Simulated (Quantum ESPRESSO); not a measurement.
A run of Quantum ESPRESSO 7.5 is set up as follows.

File run.py:

```python
import numpy as np
from ase.calculators.espresso import Espresso, EspressoProfile
from ase.io import read

atoms = read('Sb.xyz')

input_data = {
    'control': {'calculation': 'scf', 'prefix': 'pwscf', 'outdir': './tmp', 'tprnfor': True, 'tstress': True, 'disk_io': 'low'},
    'system': {'ecutwfc': 45.0, 'ecutrho': 360.0, 'nbnd': 13, 'input_dft': 'sla+pw+psx+psc+vv10', 'occupations': 'smearing', 'smearing': 'fd', 'degauss': 0.00367493},
    'electrons': {'conv_thr': 2e-10, 'electron_maxstep': 120, 'mixing_beta': 0.5},
}
pseudopotentials = {'Sb': 'sb_pbesol_v1.4.uspp.F.UPF'}
profile = EspressoProfile(command='mpirun -n 2 pw.x -nk 2', pseudo_dir='pseudo')
dft = Espresso(profile=profile, input_data=input_data, pseudopotentials=pseudopotentials, kpts=(10, 10, 10), koffset=(0, 0, 0))
atoms.calc = dft

from ase.optimize import BFGS
from ase.filters import FrechetCellFilter
done = BFGS(FrechetCellFilter(atoms), trajectory='opt.traj').run(fmax=0.02, steps=30)
print('converged', done)
print('cell (A)', np.round(atoms.cell.cellpar(), 5))
print(f'energy {atoms.get_potential_energy():.8f} eV')
print('forces (eV/A)')
print(np.round(atoms.get_forces(), 6))
print('stress (eV/A^3, Voigt)')
print(np.round(atoms.get_stress(), 8))
print(f'Fermi level {dft.get_fermi_level():.4f} eV')
```

Sb.xyz

```xyz
1
Lattice="0.0000000000 2.3712425216 2.3712425216 2.3712425216 0.0000000000 2.3712425216 2.3712425216 2.3712425216 0.0000000000" Properties=species:S:1:pos:R:3 pbc="T T T"
Sb     0.0000000000      0.0000000000      0.0000000000
```

Potentials or basis: GBRV 1.5 PBEsol.

Command:

```bash
$ OMP_NUM_THREADS=1 python run.py
```

Q: Estimate the band gap on the k mesh.

A: None (metal or under the smearing width).

Q: What does it give for the relaxed volume?

A: 25.21 Å³/atom.

Final structure:
```
Sb
1.0
     0.00000    2.32730    2.32730
     2.32730    0.00000    2.32730
     2.32730    2.32730    0.00000
Sb
1
Direct
  0.00000 0.00000 0.00000
```

Caveat: rVV10's parameter b was fitted to another functional. Spin-orbit coupling is left out, which matters for the levels of Sb.
